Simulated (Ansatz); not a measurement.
Cu Kα1 powder pattern (kinematic, no thermal factors).
| 2θ (°) | relative intensity |
| --- | --- |
| 21.67 | 3 |
| 29.03 | 10 |
| 31.64 | 5 |
| 32.77 | 1 |
| 33.59 | 100 |
| 35.70 | 10 |
| 36.52 | 18 |
| 39.86 | 54 |
| 44.17 | 2 |
| 44.98 | 3 |
| 46.85 | 2 |
| 52.94 | 8 |
| 55.63 | 24 |
| 57.32 | 2 |
| 59.61 | 9 |
| 60.40 | 1 |
| 63.97 | 6 |
| 64.37 | 5 |
| 66.57 | 13 |
| 66.84 | 4 |
| 67.87 | 1 |
| 68.39 | 17 |
| 68.66 | 1 |
| 70.60 | 10 |
| 71.97 | 3 |
| 73.63 | 3 |
| 80.16 | 3 |
| 80.37 | 2 |
| 83.05 | 2 |
| 85.96 | 3 |
| 86.44 | 2 |
| 87.14 | 1 |

The pattern is computed from a structure relaxed with DFT PBE, scalar-relativistic, plane waves, PAW in Ansatz 0.2.0. No spin polarisation. Its elements are Ge, Sn.

Task: Give the structure.

Result: Sn₂Ge₃.
Space group R-3m:H (No. 166). a = 3.302 Å, b = 3.302 Å, c = 36.880 Å, α = 90.00°, β = 90.00°, γ = 120.00°
```json
{"atom": "Sn", "site": "6c", "symmetry": "3m", "x": "0.3333", "y": "0.6667", "z": "0.9599"}
{"atom": "Ge", "site": "6c", "symmetry": "3m", "x": "0.0000", "y": "0.0000", "z": "0.8917"}
{"atom": "Ge", "site": "3b", "symmetry": "-3m", "x": "0.6667", "y": "0.3333", "z": "0.8333"}
```

A pattern alone doesn't exclude other cells with like lines; this is the one computed.

Another cell of Sn2Ge3 relaxed alike, in C2/m, lies 39 meV/atom lower, so this cell isn't the stable form at this level.

The structure comes from a generated guess; another structure or a mixture of phases may lie lower.
